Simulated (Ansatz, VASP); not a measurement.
**Si in VASP and in Ansatz**

Contents of INCAR:

```
SYSTEM = Si
ALGO = Normal ; EDIFF = 1E-7
ENCUT = 520 ; GGA = RE
ISIF = 2 ; ISMEAR = -1
LASPH = .TRUE. ; LCHARG = .FALSE.
LREAL = .FALSE. ; LWAVE = .FALSE.
NBANDS = 11 ; NELM = 100
PREC = Accurate ; SIGMA = 0.05
```

The input KPOINTS:

```
k-points
0
G
  8 8 8
  0 0 0
```

File POSCAR:

```
Si
1.0
    0.0000000000      2.6662876123      2.6662876123
    2.6662876123      0.0000000000      2.6662876123
    2.6662876123      2.6662876123      0.0000000000
Si
2
Direct
    0.5000000000      0.5000000000      0.5000000000
    0.7500000000      0.7500000000      0.7500000000
```

File input.yaml:

```yaml
crystal:
  lattice:
    - [0.0, 2.6662876123, 2.6662876123]
    - [2.6662876123, 0.0, 2.6662876123]
    - [2.6662876123, 2.6662876123, 0.0]
  atoms:
    - { symbol: Si, position: [0.5, 0.5, 0.5] }
    - { symbol: Si, position: [0.75, 0.75, 0.75] }
hamiltonian:
  xc: revpbe
  pseudopotentials: { kind: paw }
kpoints:
  mp_grid: { grid: [8, 8, 8] }
scf:
  occupations: { method: fermi_dirac, width: 0.05 }
output:
  forces: true
  stress: true
  eigenvalues: true
```

Alike in both runs: task single point; functional revPBE; k mesh 8 × 8 × 8; occupations fermi-dirac, width 0.05 eV; no spin polarisation.

|  | VASP | Ansatz |
| --- | --- | --- |
| version | VASP 6.6.1 | Ansatz 0.2.0 |
| potentials or method | VASP PAW PBE potentials, release 64 (Si) | Ansatz PAW |
| plane-wave cutoff (eV) | 520 | 420 |
| valence electrons in the cell | 8 | 8 |

VASP gave:

* gap on the k mesh at the Fermi level (eV): 0.55
* least direct gap on the mesh (eV): 2.59
* pressure (GPa): 9.1

Question: What did Ansatz give for the same quantities?

Answer: gap on the k mesh at the Fermi level (eV): 0.55; least direct gap on the mesh (eV): 2.58; pressure (GPa): 9.3.

Caveats: the PAW data sets were made with another functional, which shifts forces and pressure a little (VASP); the PAW data sets come from PBE, with cores solved anew for the run's functional, which leaves a small shift of forces and pressure (Ansatz). A k mesh can miss the band edges. revPBE gaps usually lie below the measured ones, often by a third to a half.
